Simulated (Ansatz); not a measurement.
RuO$_{2}$ (rutile)

```
RuO2
1.0
    4.46614     0.00000     0.00000
    0.00000     4.46614     0.00000
    0.00000     0.00000     3.09186
Ru O
2 4
Direct
  0.00000   0.00000   0.00000
  0.50000   0.50000   0.50000
  0.30608   0.30608   0.00000
  0.80608   0.19392   0.50000
  0.19392   0.80608   0.50000
  0.69392   0.69392   0.00000
```

Two coordinates are scanned: the volume, and the ratio of the stretch along z (the conventional c axis) to the stretch across it. Atoms keep their fractional coordinates.

Calculation: PBEsol (plane waves to 420 eV, PAW, scalar-relativistic; Ansatz, an electronic-structure program). k mesh 11×11×15 (Γ-centred), Fermi-Dirac smearing 0.05 eV. Stress and pressure are positive under compression. As the atoms are clamped, bonds stretch with the cell, which overstates energies and stresses. With partly filled bands, the response to shear is sensitive to the k mesh, so small differences along c/a are uncertain. RuO2 is run without spin polarisation and with no Hubbard U. RuO2 was relaxed with its symmetry unable to fall. The last digit holds for this mesh only.

Changes of σzz − σxx (GPa) from the point V/V₀ = 1.000, (c/a)/(c/a)₀ = 1.000 when one coordinate moves alone (two changes are said to add if the coupling is within 5 % of the smaller one, nearly so within 20 %):

```tsv
point	change
V/V₀ = 1.000, (c/a)/(c/a)₀ = 0.920	25.60
V/V₀ = 1.000, (c/a)/(c/a)₀ = 0.960	14.03
V/V₀ = 0.960, (c/a)/(c/a)₀ = 1.000	3.65
V/V₀ = 0.980, (c/a)/(c/a)₀ = 1.000	1.72
V/V₀ = 1.020, (c/a)/(c/a)₀ = 1.000	-1.54
V/V₀ = 1.040, (c/a)/(c/a)₀ = 1.000	-2.91
V/V₀ = 1.000, (c/a)/(c/a)₀ = 1.040	-14.39
V/V₀ = 1.000, (c/a)/(c/a)₀ = 1.080	-28.42
```

Do the two effects add at V/V₀ = 1.020, (c/a)/(c/a)₀ = 0.960? Give the computed change.

The sum of the single changes is -1.54 + (14.03) = 12.49; the calculation gives 11.69, so the coupling contributes -0.80 (over 20 % of the smaller single change, not additive).

Do the two effects add at V/V₀ = 0.960, (c/a)/(c/a)₀ = 1.040? Give the computed change.

The sum of the single changes is 3.65 + (-14.39) = -10.74; the calculation gives -12.75, so the coupling contributes -2.01 (over 20 % of the smaller single change, not additive).

What is the change at V/V₀ = 0.980, (c/a)/(c/a)₀ = 0.920, where both move, and how far is it from the sum?

The sum of the single changes is 1.72 + (25.60) = 27.32; the calculation gives 28.74, so the coupling contributes 1.42 (over 20 % of the smaller single change, not additive).

(A scan under strain: stresses follow from slopes of the energy per volume, elastic moduli from its curvatures.)
